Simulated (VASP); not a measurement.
A run of VASP 6.6.1 is set up as follows.

File INCAR:

```
SYSTEM = CsSnBr3
ALGO = Fast
EDIFF = 1E-6
EDIFFG = -0.005
ENCUT = 600
GGA = CA
IBRION = 2
ISIF = 3
ISMEAR = 0
LASPH = .True.
LCHARG = .False.
LREAL = .False.
LWAVE = .False.
NELM = 80
NSW = 80
PREC = Accurate
SIGMA = 0.01
```

KPOINTS

```
k-points
0
Gamma
  6 6 6
  0 0 0
```

File POSCAR:

```
CsSnBr3
1.0
    5.8100000000      0.0000000000      0.0000000000
    0.0000000000      5.8100000000      0.0000000000
    0.0000000000      0.0000000000      5.8100000000
Cs Sn Br
1 1 3
Direct
    0.5000000000      0.5000000000      0.5000000000
    0.0000000000      0.0000000000      0.0000000000
    0.5000000000      0.0000000000      0.0000000000
    0.0000000000      0.5000000000      0.0000000000
    0.0000000000      0.0000000000      0.5000000000
```

Potentials or basis: VASP PAW LDA potentials, release 64 (Cs_sv, Sn_d, Br).

The run is started by

```bash
$ cat potpaw_LDA.64/Cs_sv/POTCAR potpaw_LDA.64/Sn_d/POTCAR potpaw_LDA.64/Br/POTCAR > POTCAR
$ mpirun -np 1 vasp_std > vasp.out
```

(1) What does it give for the relaxed cell?

(2) Estimate the space group after relaxing (to 0.05 Å).

(3) Estimate the relaxed volume.

(4) What does it give for the band gap on the k mesh?

Results:

(1) a = 5.670 Å, b = 5.670 Å, c = 5.670 Å, α = 90.00°, β = 90.00°, γ = 90.00°.

(2) Pm-3m (No. 221).

(3) 36.46 Å³/atom.

(4) none (metal or under the smearing width).
